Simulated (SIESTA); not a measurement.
## WC under changes of volume

One of the cells (10.542 Å³/atom); the others are scaled copies at fixed shape and fractional positions:

```
W C
1.0
     0.00000    2.19268    2.19268
     2.19268    0.00000    2.19268
     2.19268    2.19268    0.00000
W C
1 1
Direct
  0.00000 0.00000 0.00000
  0.50000 0.50000 0.50000
```

Measurements of this composition are mostly on another form, of space group No. 187.

| Property | Result |
| --- | --- |
| Program | SIESTA 5.4.2 |
| Functional | LDA |
| Potentials or basis | PseudoDojo 0.4 standard (LDA files) |
| Basis | DZP (energy shift 0.003 Ry; two zetas on semicore shells) |
| Grid cutoff | 800 Ry |
| Energy shift | 0.003 Ry |
| k mesh | 10 × 10 × 10 |
| Occupations | fermi-dirac, width 0.05 eV |
| Spin | no spin polarisation |

| volume (Å³/atom) | energy over the lowest point (meV/atom) | pressure (GPa) |
| --- | --- | --- |
| 9.910 | ? | ? |
| 10.120 | 5.17 | 8.1 |
| 10.331 | 0.00 | 0.0 |
| 10.542 | 4.88 | -7.4 |
| 10.753 | 19.15 | -14.2 |
| 10.964 | 41.80 | -20.1 |
| 11.175 | 72.15 | -25.8 |

Q: What does the run at 9.910 Å³/atom give?

A: Energy over the lowest point 21.44 meV/atom; pressure 17.0 GPa.

Worked out: A Birch-Murnaghan fit of order 3 (a polynomial in V^(-2/3)) to the other rows has its minimum at 10.33 Å³/atom with B0 = V·E''(V) = 378 GPa and B' = 3.5. It gives 21.44 meV/atom at 9.910 Å³/atom, against the run's 21.44, and -dE/dV = 16.9 GPa, against 17.0.

Energies are extrapolated to zero smearing.

Caveats: short orbitals over semicore shells can move pressures by several GPa; the basis of atomic orbitals isn't converged, which shifts pressures, moduli and gaps.
